**Q:** I squeeze things for a living, so I know positive pressures. What does a negative one mean here?

Diamond (space group Fd-3m) at a series of fixed volumes, computed with VASP 6.6.1 using the PBEsol functional and the recommended PBE PAW potentials, without spin polarisation. The plane-wave cutoff is 520 eV, the k mesh 14 × 14 × 14 for the two-atom cell, and the Gaussian smearing width 0.02 eV. Pressure is positive in compression.

```tsv
volume (Å³/atom)	shortest distance (Å)	pressure (GPa)
5.118	1.492	50.46
5.287	1.509	31.24
5.455	1.525	14.54
5.511	1.530	9.47
5.624	1.540	0.01
5.736	1.550	-8.60
5.793	1.555	-12.63
5.961	1.570	-23.59
```

**A:** It means that the crystal is being held stretched and would shrink if released. The pressure is the one needed to hold the cell at the given volume. It passes through almost zero at 5.624 Å³ per atom, which I shall call the balanced volume. Near that point, one per cent of volume is worth about 4.5 GPa, or 45 000 bar, which is the figure to remember for diamond.

**Q:** The bond shortens by only 3 % over the whole compressed range, yet I need 50 GPa. Why so much?

**A:** Part of the answer is geometry. Volume goes as the cube of length, so a bond 3 % shorter means a volume 9 % smaller.

The rest is the way the crystal is built. Each atom holds four neighbours by strong covalent bonds, pointing to the corners of a tetrahedron. When the crystal is pressed equally from all sides, its symmetry keeps every bond angle as it is. There are no soft gaps to close and no hinges to fold, so the whole load goes into shortening bonds. A solid with such gaps or hinges would give way there first.

**Q:** Would silicon, with the same structure, resist as strongly?

**A:** No, silicon is known to be much softer, although this table holds only carbon. Its bonds are longer, so fewer of them cross a given area to share the load. Each is also weaker, because the larger outer orbitals of silicon overlap less effectively. The same two questions help with any crystal of this structure: how many bonds cross a given area, and how much force does each put up when shortened by a given percentage?

**Q:** Is stretching diamond as hard as squeezing it?

**A:** It is easier, and the difference grows with the distance from balance. Taking away 6 % of the volume needs 31.24 GPa, while adding 6 % needs a tension of 23.59 GPa. The squeeze therefore takes about a third more. At 2 % either way the excess is only about a tenth.

Part of this is geometry: the squeezed cell has smaller faces, so the same force per bond makes a higher pressure. To take that out, multiply each pressure by the square of its bond length. At 6 % the squeeze still leads by about a fifth, and most of that lies in the energy of the bond. Pressing the atoms together confines the electrons to less space, which raises their kinetic energy. It also pushes the electron pairs of neighbouring bonds into one another, which the Pauli principle resists ever more steeply. Pulling the atoms apart has the opposite character: the orbitals overlap less, and each further stretch adds less pull than the one before. The energy curve is thus steep on the short side and flatter on the long side. The lopsidedness is in the numbers, whereas this account of it is standard bonding theory, since the calculation doesn't split the energy into such parts.

**Q:** Can I still treat the crystal as a simple spring?

**A:** Yes, for small changes. Let $P$ be the pressure, $V$ the volume and $V_0$ the balanced volume. A spring of constant stiffness $B$, the bulk modulus, obeys

$$P \approx B\left(1-\frac{V}{V_0}\right).$$

I take $B$ from the two cells that lie 2 % below and above balance. Their pressures differ by $9.47+8.60=18.07$ GPa over 4 % of volume, so $B = 18.07/0.04 \approx 452$ GPa.

Now try the smallest cell, which played no part in finding $B$. It has lost 9 % of its volume, so the spring predicts $452\times0.09\approx 41$ GPa. The calculation gives 50.46 GPa, so the spring falls short by about a fifth. At the most stretched cell it errs the other way and gives about 15 % too much tension. Both misses have the sign that a lopsided energy curve requires; the printed output below lists them for every cell.

**Q:** Reading down the table, the pressure drops by 17 GPa, then 5, then 9. Is that noise?

**A:** No, the volume steps are unequal. To compare them, divide each pressure drop by its volume step and multiply by the volume midway between the two cells. This gives a local stiffness, the bulk modulus over that step. It falls at every step, from about 590 GPa at the compressed end to about 380 GPa at the stretched end. What looked erratic is a steady softening, and it is why one fixed spring fails at both ends.

**Q:** Does anything besides the pressure show this softening?

**A:** One vibration does. In it, the two atoms of the cell move against each other while the volume stays fixed. The same calculations give its frequency as 1333 cm⁻¹ in the cell at 5.511 Å³ per atom and 1281 cm⁻¹ in the one at 5.736. For a fixed mass, the force constant goes as the square of the frequency, so it is nearly 8 % lower in the larger cell.

This is a different motion from a uniform squeeze, yet it feels the same bonds. Longer bonds give a weaker restoring force in both cases. The vibration was computed in these two cells only, so it supports the trend near balance and leaves the ends untested.

**Q:** Which digits may I trust? The balanced cell is given as 0.01 GPa.

**A:** Don't read that as an exact zero. Pressure can also be found from the change of energy with volume, and that route gives values about 0.2 GPa higher than the printed ones. The likely reason is the limited set of plane waves that describes the electrons. At a fixed cutoff, a larger cell admits more waves, which lowers its energy slightly; the energy route counts this gain and the printed pressure leaves it out. A higher cutoff should bring the two together, though no such run is at hand.

The offset stays at about 0.2 GPa all along the table, from the most compressed pair of neighbouring cells to the most stretched. It therefore nearly cancels when you subtract one pressure from another, and it moves the balanced volume by only about 0.003 Å³ per atom. For differences, the tenths of a GPa are meaningful within this method; for a single pressure, they aren't.

A real crystal adds something else, because its atoms vibrate even at absolute zero. The vibration we looked at slows down as the cell grows, so its zero-point energy falls and it pushes the crystal outward. These pressures are for atoms at rest and leave that push out. Its full size would need the frequencies of all the crystal's vibrations, and only those with every cell moving in step were computed.

Output of the analysis:

```
Each cell against the balanced one:
    row  volume change %  bond change %  straight-line pressure GPa  line less computed GPa  energy cost meV/atom
  5.118               -9         -3.117                       40.66                  -9.803                 74.88
  5.287               -6         -2.013                       27.11                  -4.135                 31.86
  5.455               -3         -0.974                       13.55                 -0.9875                  7.72
  5.511               -2        -0.6494                       9.035                  -0.435                 3.445
  5.624                0              0                           0                   -0.01                     0
  5.736                2         0.6494                      -9.035                  -0.435                 2.905
  5.793                3          0.974                      -13.55                 -0.9225                 6.565
  5.961                6          1.948                      -27.11                  -3.515                 25.54
Step from the row above:
    row  pressure change GPa  step in % of balanced volume  stiffness of the step GPa
  5.287               -19.22                             3                      592.6
  5.455                -16.7                             3                      531.6
  5.511                -5.07                             1                      494.3
  5.624                -9.46                             2                      468.3
  5.736                -8.61                             2                      434.8
  5.793                -4.03                             1                      413.1
  5.961               -10.96                             3                      381.8
Bulk modulus from the cells at 2 % below and above, GPa: 451.8
Squeeze pressure over stretch tension at 2 %: 1.101
Squeeze pressure over stretch tension at 3 %: 1.151
Squeeze pressure over stretch tension at 6 %: 1.324
Energy cost of 6 % squeeze over that of 6 % stretch: 1.248
Stiffness of the first step over that of the last: 1.552
Smallest gap on the mesh in the series, eV: 3.895
Change of optical frequency from the 5.511 to the 5.736 cell, %: -3.902
Change of its square (force constant), %: -7.652
Pressure from energies less mean printed pressure, 2 % either side, GPa: 0.2329
Pressure from energies less mean printed pressure, 6 % either side, GPa: 0.2187
Shift of balanced volume that this offset means, A^3/atom: 0.0029
```
